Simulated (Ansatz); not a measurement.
## A strain series on MgI₂ (fluorite): epitaxial in the xy plane

MgI₂ in the fluorite structure, relaxed with r2SCAN in the PAW code Ansatz, then strained (epitaxial in the xy plane; changes of length per length, axes as in the cell below) with the atoms relaxed again within the symmetry that is left. The symmetry is Fm-3m (No. 225, cubic); conventional cell a = 7.511 Å, 35.32 Å³ an atom. Mg has 8 I at 3.25 Å; I has 4 Mg at 3.25 Å. All values are calculated for a non-magnetic cell, which may be hypothetical.

```
CELL_PARAMETERS angstrom
0.00000 3.75572 3.75572
3.75572 0.00000 3.75572
3.75572 3.75572 0.00000
ATOMIC_POSITIONS crystal
Mg 0.00000 0.00000 0.00000
I 0.25000 0.25000 0.25000
I 0.75000 0.75000 0.75000
```

Gaps are the least over each mesh (PBE 6×6×6, r2SCAN 6×6×6, HSE06 4×4×4 when unstrained) and the special points, which keep their unstrained names; stress is the change from the unstrained cell, compression positive.

```csv
strain (%),free normal strain (%),"gap, PBE (eV)","gap, r2SCAN (eV)","gap, HSE06 (eV)","edges, HSE06","in-plane stress, r2SCAN (GPa)","energy rise, r2SCAN (meV/atom)"
-5.0,+0.11,0.506,0.924,1.224,X,+6.19,59.5
0.0,0.00,0.609,1.341,1.427,X → Γ,0.00,0.0
+2.49,+0.02,0.382,1.091,1.179,X → Γ,-2.02,12.0
```

Question: Estimate the row for a strain of -3.68 %.

Answer:
```csv
strain (%),free normal strain (%),"gap, PBE (eV)","gap, r2SCAN (eV)","gap, HSE06 (eV)","edges, HSE06","in-plane stress, r2SCAN (GPa)","energy rise, r2SCAN (meV/atom)"
-3.68,+0.04,0.609,1.109,1.407,X,+4.22,30.8
```

With HSE06 the edges change from X (direct) to X → Γ (indirect) between -3.68 and 0.0 %. With r2SCAN the edges change from X (direct) to X → Γ (indirect) between -3.68 and 0.0 %. With PBE the edges change from X (direct) to X → Γ (indirect) between -5.0 and -3.68 %.

Spin-orbit coupling is left out, which matters wherever the heavy atoms make up the band edges.

The meshes of the hybrids are coarse, so their gaps aren't converged to the digits shown.
